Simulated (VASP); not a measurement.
## CaO: single point with PBE+D3(BJ)

Crystal: CaO.

```
Ca O
1.0
     0.00000    2.39216    2.39216
     2.39216    0.00000    2.39216
     2.39216    2.39216    0.00000
Ca O
1 1
Cartesian
  0.0000 0.0000 0.0000
  2.3922 2.3922 2.3922
```

The cell is a database's computed one.

| Item | Value |
| --- | --- |
| Program | VASP 6.6.1 |
| Task | single point |
| Functional | PBE |
| Dispersion | D3(BJ) |
| Potentials or basis | VASP PAW PBE potentials, release 64 (Ca_sv, O) |
| Cutoff | 520 eV |
| k mesh | 8 × 8 × 8 |
| Occupations | gaussian, width 0.02 eV |
| Spin | no spin polarisation |
| Dipole correction | no |
| Further INCAR settings | ALGO = Normal; EDIFF = 1e-06; NBANDS = 15 |

```yaml
Pressure: 0.5 GPa
Band_gap_on_the_k_mesh: 3.63 eV, indirect (least direct gap 4.00 eV)
Dispersion_energy_per_atom: -0.276 eV
```

Levels at points of the mesh, in eV from the valence-band top:
| k point | band 4 | band 5 | band 6 | band 7 | band 8 | band 9 | band 10 | band 11 | band 12 | band 13 |
| --- | --- | --- | --- | --- | --- | --- | --- | --- | --- | --- |
| (0.00, 0.00, 0.00) | -18.33 | -15.56 | 0.00 | 0.00 | 0.00 | 4.83 | 6.26 | 6.26 | 6.26 | 7.79 |
| (0.50, 0.00, 0.00) | -18.39 | -14.30 | -2.67 | -1.23 | -1.23 | 7.11 | 8.43 | 8.43 | 8.61 | 10.54 |
| (0.50, 0.50, 0.00) | -18.57 | -15.32 | -1.29 | -0.37 | -0.37 | 3.63 | 8.15 | 8.97 | 9.63 | 9.63 |

Run time: 9.6 s on 1 thread of AMD EPYC 9R45 96-Core Processor (Zen 5), on a shared host, peak memory 0.14 GiB.

A k mesh can miss the band edges. As with any semilocal functional, this PBE gap is likely too small.
